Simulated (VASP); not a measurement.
Write the native input for VASP 6.6.1 that does the following.

| Quantity | Value |
| --- | --- |
| Task | band structure |
| Functional | PBE |
| Potentials or basis | VASP PAW PBE potentials, release 64 (Ge_d) |
| Cutoff | 520 eV |
| k mesh | 6 × 6 × 6 |
| Occupations | fermi-dirac, width 0.05 eV |
| Spin | spin-orbit coupling, no magnetisation |
| Further INCAR settings | ALGO = Normal; EDIFF = 1e-07; NBANDS = 40 |

The system is Ge.

```xyz
2
Lattice="0.0000 2.8289 2.8289 2.8289 0.0000 2.8289 2.8289 2.8289 0.0000" Properties=species:S:1:pos:R:3 pbc="T T T"
Ge    4.2434    4.2434    4.2434
Ge    2.8289    2.8289    2.8289
```

These files were run (other wordings do the same):

POSCAR

```
Ge
1.0
    0.0000000000      2.8289100000      2.8289100000
    2.8289100000      0.0000000000      2.8289100000
    2.8289100000      2.8289100000      0.0000000000
Ge
2
Direct
    0.7500000000      0.7500000000      0.7500000000
    0.5000000000      0.5000000000      0.5000000000
```

INCAR.step1

```
SYSTEM = Ge
  ALGO = Normal
  EDIFF = 1E-7
  ENCUT = 520
  GGA = PE
  GGA_COMPAT = .FALSE.
  ISIF = 2
  ISMEAR = -1
  LASPH = .TRUE.
  LCHARG = .TRUE.
  LORBIT = 11
  LREAL = .FALSE.
  LSORBIT = .TRUE.
  LWAVE = .FALSE.
  MAGMOM = 0 0 0 0 0 0
  NBANDS = 40
  NELM = 80
  PREC = Accurate
  SIGMA = 0.05
```

KPOINTS.step1

```
k-points
0
G
  6 6 6
  0 0 0
```

INCAR.step2

```
SYSTEM = Ge
  ALGO = Normal
  EDIFF = 1E-7
  ENCUT = 520
  GGA = PE
  GGA_COMPAT = .FALSE.
  ICHARG = 11
  ISIF = 2
  ISMEAR = 0
  LASPH = .TRUE.
  LCHARG = .FALSE.
  LORBIT = 11
  LREAL = .FALSE.
  LSORBIT = .TRUE.
  LWAVE = .FALSE.
  MAGMOM = 0 0 0 0 0 0
  NBANDS = 40
  NELM = 80
  PREC = Accurate
  SIGMA = 0.05
```

KPOINTS.step2

```
path GXWKGLUWLK,UX
20
line-mode
reciprocal
 0.0000000000  0.0000000000  0.0000000000  G
 0.5000000000  0.0000000000  0.5000000000  X

 0.5000000000  0.0000000000  0.5000000000  X
 0.5000000000  0.2500000000  0.7500000000  W

 0.5000000000  0.2500000000  0.7500000000  W
 0.3750000000  0.3750000000  0.7500000000  K

 0.3750000000  0.3750000000  0.7500000000  K
 0.0000000000  0.0000000000  0.0000000000  G

 0.0000000000  0.0000000000  0.0000000000  G
 0.5000000000  0.5000000000  0.5000000000  L

 0.5000000000  0.5000000000  0.5000000000  L
 0.6250000000  0.2500000000  0.6250000000  U

 0.6250000000  0.2500000000  0.6250000000  U
 0.5000000000  0.2500000000  0.7500000000  W

 0.5000000000  0.2500000000  0.7500000000  W
 0.5000000000  0.5000000000  0.5000000000  L

 0.5000000000  0.5000000000  0.5000000000  L
 0.3750000000  0.3750000000  0.7500000000  K

 0.6250000000  0.2500000000  0.6250000000  U
 0.5000000000  0.0000000000  0.5000000000  X
```

Potentials or basis: VASP PAW PBE potentials, release 64 (Ge_d).

Command:

```bash
$ cat potpaw_PBE.64/Ge_d/POTCAR > POTCAR
$ cp INCAR.step1 INCAR
$ cp KPOINTS.step1 KPOINTS
$ mpirun -np 1 vasp_ncl > vasp.out
$ cp INCAR.step2 INCAR
$ cp KPOINTS.step2 KPOINTS
$ mpirun -np 1 vasp_ncl > vasp.out
```

It took 14 min on 1 thread of AMD EPYC 7R43 64-Core Processor (Zen 3), with other jobs on the host, peak memory 0.55 GiB.
